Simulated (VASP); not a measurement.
# CdTe (F-43m) in VASP: further runs

The runs below take CdTe through single point, with PBEsol.

Everything below comes from runs of VASP 6.6.1. Logs are shortened: lines on timing, memory, paths and dates and some standing lists are left out, and cuts for length are marked.

**The experiment to reproduce.**

From a printed reference work, data compilation, for a bulk crystal of CdTe at 0 K: band gap 1.607 eV.

The runs below are set against these values where they give the same quantity.

## 1. The cell of the first run

It takes space group F-43m (No. 216, cubic). Conventional cell: a = 6.284 Å, b = 6.284 Å, c = 6.284 Å, α = 90.00°, β = 90.00°, γ = 90.00°. Within 3.6 Å of Te (site symmetry -43m) lie 4 Cd at 2.72 Å. Within 3.6 Å of Cd (site symmetry -43m) lie 4 Te at 2.72 Å.

## 2. Single point, PBEsol

File INCAR:

```
ALGO     = Normal         # electronic algorithm
EDIFF    = 1E-6           # SCF threshold, eV
ENCUT    = 500            # plane-wave cutoff, eV
GGA      = PS             # functional
GGA_COMPAT= False        
ISIF     = 2              # what is computed and relaxed
ISMEAR   = -1             # smearing method
LASPH    = True           # aspherical terms in the spheres
LCHARG   = False          # write CHGCAR
LREAL    = False          # projectors in reciprocal space
LWAVE    = False          # write WAVECAR
NBANDS   = 16             # bands
NELM     = 120            # most SCF steps
PREC     = Accurate       # precision mode
SIGMA    = 0.05           # smearing width, eV
```

File KPOINTS:

```
k-points
0
Gamma
  7 7 7
```

File POSCAR:

```
CdTe
1.0
    0.0000000000      3.1418429026      3.1418429026
    3.1418429026      0.0000000000      3.1418429026
    3.1418429026      3.1418429026      0.0000000000
Te Cd
1 1
Direct
    0.7500000000      0.7500000000      0.7500000000
    0.0000000000      0.0000000000      0.0000000000
```

Potentials or basis: VASP PAW PBE potentials, release 64 (Te, Cd).

Started as:

```console
cat potpaw_PBE.64/Te/POTCAR potpaw_PBE.64/Cd/POTCAR > POTCAR
mpirun -np 1 vasp_std > vasp.out
```

OUTCAR:

```text
EDIFF = 1E-6
   ENCUT = 500
   GGA = PS
   ISIF = 2
   ISMEAR = -1
   LASPH = True
   LREAL = False
   NELM = 120
   PREC = Accurate

 ion  position               nearest neighbor table
   1  0.750  0.750  0.750-   2 2.72   2 2.72   2 2.72   2 2.72
   2  0.000  0.000  0.000-   1 2.72   1 2.72   1 2.72   1 2.72

  LATTYP: Found a face centered cubic cell.
 ALAT       =     6.2836858052

  Lattice vectors:

 A1 = (   0.0000000000,   3.1418429026,   3.1418429026)
 A2 = (   3.1418429026,   0.0000000000,   3.1418429026)
 A3 = (   3.1418429026,   3.1418429026,   0.0000000000)

Analysis of symmetry for initial positions (statically):
=====================================================================
 Subroutine PRICEL returns:
 Original cell was already a primitive cell.

 Routine SETGRP: Setting up the symmetry group for a
 face centered cubic supercell.

 Subroutine GETGRP returns: Found 24 space group operations
 (whereof 24 operations were pure point group operations)
 out of a pool of 48 trial point group operations.

The static configuration has the point symmetry T_d .

Analysis of symmetry for dynamics (positions and initial velocities):
=====================================================================
 Subroutine PRICEL returns:
 Original cell was already a primitive cell.

 Routine SETGRP: Setting up the symmetry group for a
 face centered cubic supercell.

 Subroutine GETGRP returns: Found 24 space group operations
 (whereof 24 operations were pure point group operations)
 out of a pool of 48 trial point group operations.

The dynamic configuration has the point symmetry T_d .

 Subroutine INISYM returns: Found 24 space group operations
 (whereof 24 operations are pure point group operations),
 and found     1 'primitive' translations

----------------------------------------------------------------------------------------

                                     Primitive cell

  volume of cell :      62.0274

  direct lattice vectors                    reciprocal lattice vectors
     0.000000000  3.141842903  3.141842903    -0.159142266  0.159142266  0.159142266
     3.141842903  0.000000000  3.141842903     0.159142266 -0.159142266  0.159142266
     3.141842903  3.141842903  0.000000000     0.159142266  0.159142266 -0.159142266

  length of vectors
     4.443236844  4.443236844  4.443236844     0.275642491  0.275642491  0.275642491

  position of ions in fractional coordinates (direct lattice)
     0.750000000  0.750000000  0.750000000
     0.000000000  0.000000000  0.000000000

  ion indices of the primitive-cell ions
   primitive index   ion index
                 1           1
                 2           2

----------------------------------------------------------------------------------------

 KPOINTS: k-points

Automatic generation of k-mesh.
 Grid dimensions read from file:
 generate k-points for:    7    7    7

 Generating k-lattice:

  Cartesian coordinates                     Fractional coordinates (reciprocal lattice)
    -0.022734609  0.022734609  0.022734609     0.142857143  0.000000000  0.000000000
     0.022734609 -0.022734609  0.022734609     0.000000000  0.142857143  0.000000000
     0.022734609  0.022734609 -0.022734609     0.000000000  0.000000000  0.142857143

  Length of vectors
     0.039377499  0.039377499  0.039377499

  Shift w.r.t. Gamma in fractional coordinates (k-lattice)
     0.000000000  0.000000000  0.000000000

 Subroutine IBZKPT returns following result:
 ===========================================

 Found     20 irreducible k-points:

 Following reciprocal coordinates:
            Coordinates               Weight
  0.000000  0.000000  0.000000      1.000000
  0.142857  0.000000  0.000000      8.000000
  0.285714  0.000000  0.000000      8.000000
  0.428571  0.000000  0.000000      8.000000
  0.142857  0.142857  0.000000      6.000000
  0.285714  0.142857  0.000000     24.000000
[... 12 lines left out ...]
 -0.428571  0.428571  0.142857     24.000000
 -0.285714  0.428571  0.142857     24.000000
   k-points           NKPTS =     20   k-points in BZ     NKDIM =     20   number of bands    NBANDS=     16
   number of dos      NEDOS =    301   number of ions     NIONS =      2
   total plane-waves  NPLWV =  32768
   dimension x,y,z NGX =    32 NGY =   32 NGZ =   32
   dimension x,y,z NGXF=    64 NGYF=   64 NGZF=   64
   ions per type =               1   1
   NGX,Y,Z   is equivalent  to a cutoff of  11.97, 11.97, 11.97 a.u.
   NGXF,Y,Z  is equivalent  to a cutoff of  23.95, 23.95, 23.95 a.u.
 SYSTEM =  unknown system
   PREC   = accura    normal or accurate (medium, high low for compatibility)
   ISTART =      0    job   : 0-new  1-cont  2-samecut
   ICHARG =      2    charge: 1-file 2-atom 10-const
   ISPIN  =      1    spin polarized calculation?
   LNONCOLLINEAR =      F non collinear calculations
   LSORBIT =      F    spin-orbit coupling
   LASPH  =      T    aspherical Exc in radial PAW
   ENCUT  =  500.0 eV  36.75 Ry    6.06 a.u.   8.10  8.10  8.10*2*pi/ulx,y,z
   NELM   =    120;   NELMIN=  2; NELMDL= -5     # of ELM steps
   EDIFF  = 0.1E-05   stopping-criterion for ELM
   LREAL  =      F    real-space projection
   EDIFFG = 0.1E-04   stopping-criterion for IOM
   NSW    =      0    number of steps for IOM
   IBRION =     -1    ionic relax: 0-MD 1-quasi-New 2-CG
   NFREE  =      0    steps in history (QN), initial steepest desc. (CG)
   ISIF   =      2    stress and relaxation
   ISYM   =      2    0-nonsym 1-usesym 2-fastsym
   POTIM  = 0.5000    time-step for ionic-motion
   TEBEG  =    0.0;   TEEND  =   0.0 temperature during run
   PSTRESS=    0.0 pullay stress
   NELECT =      18.0000    total number of electrons
   NUPDOWN=      -1.0000    fix difference up-down
   EMIN   =  10.00;   EMAX   =-10.00  energy-range for DOS
   EFERMI =   0.00;   METHOD = LEGACY
   ISMEAR =    -1;   SIGMA  =   0.05  broadening in eV -4-tet -1-fermi 0-gaus
   EFERMI_NEDOS =   21; number of points for ismear=-14 and -15
   IALGO  =     38    algorithm
   IMIX   =      4    mixing-type and parameters
     AMIX     =   0.40;   BMIX     =  1.00
     AMIX_MAG =   1.60;   BMIX_MAG =  1.00
  volume/ion in A,a.u.               =      31.01       209.29
  Fermi-wavevector in a.u.,A,eV,Ry     =   1.083855  2.048189 15.983332  1.174742
  Thomas-Fermi vector in A             =   2.219931
   LORBIT       =      0    0 simple, 1 ext, 2 COOP (PROOUT), +10 PAW based schemes
   GGA     = PS    functional components
   LHFCALC =     F    Hartree Fock is set to
   AEXX    =    0.0000 exact exchange contribution
   IVDW    =     0    specifies the selected vdW correction
   LEPSILON=     F    determine dielectric tensor
   LRPA    =     F    only Hartree local field effects (RPA)
 non-spin polarized calculation
  energy-cutoff  :      500.00
  volume of cell :       62.03
 maximum number of plane-waves:      1600
   NGX = 17   NGY = 17   NGZ = 17

 number of electron      17.9999991 magnetization

 Free energy of the ion-electron system (eV)
  ---------------------------------------------------
  ext. energy  EPLUGINS =         0.00000000
  ---------------------------------------------------
  free energy    TOTEN  =        -5.38979292 eV

  energy without entropy =       -5.38979203  energy(sigma->0) =       -5.38979247

 E-fermi :   3.6096     XC(G=0):  -9.1989

 val. band max:        3.1089211249   @ k =   0.0000   0.0000   0.0000
 cond. band min:       4.0514422900   @ k =   0.0000   0.0000   0.0000
 fundamental gap:      0.9425211651
 Fermi energy:         3.6095915699

 k-point     1 :       0.0000    0.0000    0.0000
  band No.  band energies     occupation
      1      -8.6858      2.00000
      2      -5.5236      2.00000
      3      -5.5236      2.00000
      4      -5.5236      2.00000
      5      -5.1826      2.00000
      6      -5.1826      2.00000
[... 8 lines left out ...]
     15      12.6148      0.00000
     16      12.6148      0.00000

 k-point     2 :       0.1429    0.0000    0.0000
  band No.  band energies     occupation
      1      -8.5921      2.00000
      2      -5.5050      2.00000
      3      -5.5050      2.00000
      4      -5.4599      2.00000
      5      -5.1843      2.00000
      6      -5.1843      2.00000
[... 8 lines left out ...]
     15      11.6554      0.00000
     16      11.6554      0.00000

 k-point     3 :       0.2857    0.0000    0.0000
  band No.  band energies     occupation
      1      -8.3789      2.00000
      2      -5.4677      2.00000
      3      -5.4677      2.00000
      4      -5.2241      2.00000
      5      -5.1825      2.00000
      6      -5.1825      2.00000
[... 8 lines left out ...]
     15      11.6953      0.00000
     16      11.6953      0.00000

 k-point     4 :       0.4286    0.0000    0.0000
  band No.  band energies     occupation
      1      -8.2093      2.00000
      2      -5.4441      2.00000
      3      -5.4441      2.00000
      4      -5.1732      2.00000
      5      -5.1732      2.00000
      6      -4.8433      2.00000
[... 8 lines left out ...]
     15      13.0326      0.00000
     16      13.0326      0.00000
[... 248 lines left out ...]
 k-point    18 :      -0.4286    0.2857    0.1429
  band No.  band energies     occupation
      1      -8.1102      2.00000
      2      -5.4028      2.00000
      3      -5.3859      2.00000
      4      -5.2200      2.00000
      5      -5.1748      2.00000
      6      -4.6732      2.00000
[... 8 lines left out ...]
     15      13.2415      0.00000
     16      14.0769      0.00000

 k-point    19 :      -0.4286    0.4286    0.1429
  band No.  band energies     occupation
      1      -8.0584      2.00000
      2      -5.3628      2.00000
      3      -5.3517      2.00000
      4      -5.2612      2.00000
      5      -5.1611      2.00000
      6      -4.5954      2.00000
[... 8 lines left out ...]
     15      14.1086      0.00000
     16      15.0025      0.00000

 k-point    20 :      -0.2857    0.4286    0.1429
  band No.  band energies     occupation
      1      -8.0464      2.00000
      2      -5.3771      2.00000
      3      -5.3552      2.00000
      4      -5.2265      2.00000
      5      -5.1813      2.00000
      6      -4.4988      2.00000
[... 8 lines left out ...]
     15      13.4614      0.00000
     16      15.5045      0.00000

------------------------ aborting loop because EDIFF is reached ----------------------------------------

  FORCE on cell =-STRESS in cart. coord.  units (eV):
  Direction    XX          YY          ZZ          XY          YZ          ZX
  --------------------------------------------------------------------------------------
  -------------------------------------------------------------------------------------
  Total        2.0421838      2.0421838      2.0421838      0.0000000      0.0000000     -0.0000000
  in kB       52.7499449     52.7499449     52.7499449      0.0000000      0.0000000     -0.0000000
  external PRESSURE =      52.7499449 kB  Pullay stress =       0.0000000 kB

 VOLUME and BASIS-vectors are now :
 -----------------------------------------------------------------------------
  energy-cutoff  :      500.00
  volume of cell :       62.03
      direct lattice vectors                 reciprocal lattice vectors
     0.000000000  3.141842903  3.141842903    -0.159142266  0.159142266  0.159142266
     3.141842903  0.000000000  3.141842903     0.159142266 -0.159142266  0.159142266
     3.141842903  3.141842903  0.000000000     0.159142266  0.159142266 -0.159142266

 POSITION                                       TOTAL-FORCE (eV/Angst)
 -----------------------------------------------------------------------------------
      4.71276      4.71276      4.71276        -0.000000     -0.000000     -0.000000
      0.00000      0.00000      0.00000         0.000000      0.000000      0.000000
 -----------------------------------------------------------------------------------
    total drift:                                0.000000      0.000000      0.000000

  FREE ENERGIE OF THE ION-ELECTRON SYSTEM (eV)
  ---------------------------------------------------
  free  energy   TOTEN  =        -5.3897929233 eV

  energy  without entropy=       -5.3897920262  energy(sigma->0) =       -5.38979247
```

Wall time 9.4 s (1 thread of Intel Xeon 6975P-C (Granite Rapids), shared host); peak memory 0.18 GiB.

What came out:

```
Free energy            : -5.3898 eV
Pressure               : 5.3 GPa
Band gap on the k mesh : 0.94 eV, direct
```

Caveat: the PAW data sets were made with another functional, which shifts forces and pressure a little; spin-orbit coupling is left out, which moves the levels of the heavy elements. Expect the measured gap to be larger: semilocal functionals such as PBEsol lack the derivative discontinuity.

## 3. Single point, PBEsol

This run uses another cell than the first one, of 32.71 Å³/atom, 1.055 times its volume.

File INCAR:

```
ALGO = Normal ; EDIFF = 1E-6
ENCUT = 500 ; GGA = PS
GGA_COMPAT = F ; ISIF = 2
ISMEAR = -1 ; LASPH = T
LCHARG = F ; LREAL = F
LWAVE = F ; NBANDS = 16
NELM = 120 ; PREC = Accurate
SIGMA = 0.05
```

KPOINTS is that of step 2.

File POSCAR:

```
CdTe
1.0
    0.0000000000      3.1980191077      3.1980191077
    3.1980191077      0.0000000000      3.1980191077
    3.1980191077      3.1980191077      0.0000000000
Te Cd
1 1
Direct
    0.7500000000      0.7500000000      0.7500000000
    0.0000000000      0.0000000000      0.0000000000
```

Potentials or basis: VASP PAW PBE potentials, release 64 (Te, Cd).

Started as:

```console
cat potpaw_PBE.64/Te/POTCAR potpaw_PBE.64/Cd/POTCAR > POTCAR
mpirun -np 1 vasp_std > vasp.out
```

Run time: 14 s. Hardware: 1 thread of Intel Xeon 6975P-C (Granite Rapids), shared host; peak memory 0.21 GiB.

The run converged. Its results:

* Free energy: -5.4673 eV
* Pressure: 2.2 GPa
* Band gap on the k mesh: 0.78 eV, direct

Levels at points of the mesh, in eV from the valence-band top:
```csv
k point,band 5,band 6,band 7,band 8,band 9,band 10,band 11,band 12,band 13,band 14
"(0.00, 0.00, 0.00)",-8.11,-8.11,0.00,0.00,0.00,0.78,4.51,4.51,4.51,7.35
```

Caveat: the PAW data sets were made with another functional, which shifts forces and pressure a little; spin-orbit coupling is left out, which moves the levels of the heavy elements.

## 4. Comparison with measurements

Step 3. Against the measured gap of CdTe, 1.607 eV (0 K; a printed reference work, data compilation), the calculated 0.78 eV is off by -0.83 eV. Spin-orbit coupling on Cd, Te is left out. The value is that of PBEsol, without temperature or zero-point motion. Semilocal functionals fall short of measured gaps as a rule.
